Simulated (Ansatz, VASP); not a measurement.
One calculation of SbPt, two programs

```xyz
2
Lattice="0.0000 2.6993 2.6993 2.6993 0.0000 2.6993 2.6993 2.6993 0.0000" Properties=species:S:1:pos:R:3 pbc="T T T"
Pt    2.6993    2.6993    2.6993
Sb    0.0000    0.0000    0.0000
```

Alike in both runs: task single point; functional PBEsol; k mesh 10 × 10 × 10; occupations gaussian, width 0.05 eV; no spin polarisation.

|  | VASP | Ansatz |
| --- | --- | --- |
| version | VASP 6.6.1 | Ansatz 0.2.0 |
| potentials or method | VASP PAW PBE potentials, release 64 (Pt, Sb) | scalar-relativistic, plane waves, PAW |
| plane-wave cutoff (eV) | 520 | 420 |
| valence electrons in the cell | 15 | 33 |

VASP gave:

- pressure (GPa): 6.2

**Question.** Estimate Ansatz's values.

**Answer.** Pressure (GPa): 6.4.

The two sets of potentials don't hold the same shells in valence.

Caveats: the PAW data sets were made with another functional, which shifts forces and pressure a little (VASP). Spin-orbit coupling is left out, which matters for the levels of Pt, Sb.
